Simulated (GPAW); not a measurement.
Hg in GPAW: convergence with density grid spacing (A)

Crystal: Hg.

```
Hg
1.0
     4.54000    0.00000    0.00000
    -2.27000    3.93176    0.00000
     0.00000    0.00000    3.87000
Hg
3
Cartesian
  2.2700 1.3106 1.9350
  0.0000 0.0000 0.0000
  0.0000 2.6212 1.9350
```

- Program: GPAW 26.7.0
- Task: convergence study
- Functional: RPBE
- Potentials or basis: the program's PAW data sets (release 1.2.1) made for this functional
- Cutoff: 600 eV
- Basis: pw
- Grid spacing: 0.24 Å
- k mesh: 4 × 4 × 4
- Occupations: fermi-dirac, width 0.05 eV
- Spin: no spin polarisation

These are the settings of the first run; the series varies density grid spacing (A), with any setting tied to it.

Hardware: 1 thread of Arm Neoverse V1 (shared host).

Q: The values tried are 0.24, 0.2, 0.17, 0.15, 0.13, 0.11, 0.09, loosest first. From which on does the energy stay within 1 meV/atom of the tightest run that finished?

A: From 0.2 on.

| density grid spacing (A) | energy less the tightest run, at zero smearing (meV/atom) | pressure (GPa) | SCF cycles | CPU time (s) | peak memory (GiB) |
| --- | --- | --- | --- | --- | --- |
| 0.24 | -1.52 | 16.43 | 12 | 15 | 0.15 |
| 0.2 | -0.54 | 16.39 | 12 | 18 | 0.16 |
| 0.17 | -0.28 | 16.39 | 12 | 23 | 0.18 |
| 0.15 | -0.15 | 16.38 | 12 | 26 | 0.2 |
| 0.13 | -0.10 | 16.38 | 12 | 41 | 0.23 |
| 0.11 | -0.04 | 16.38 | 12 | 60 | 0.3 |
| 0.09 | 0.00 | 16.38 | 12 | 110 | 0.51 |

Against the tightest run, the pressure stays within 0.1 GPa from 0.24 on. The tightest run that finished is the yardstick and may itself not be fully converged.

Caveat, for the tightest run too: the k mesh is coarse (spacing up to 0.41 Å⁻¹), so the values aren't converged; so large a pressure means that the cell lies far from this level's equilibrium, or that cutoff or potentials fall short. Spin-orbit coupling is left out, which matters for the levels of Hg.
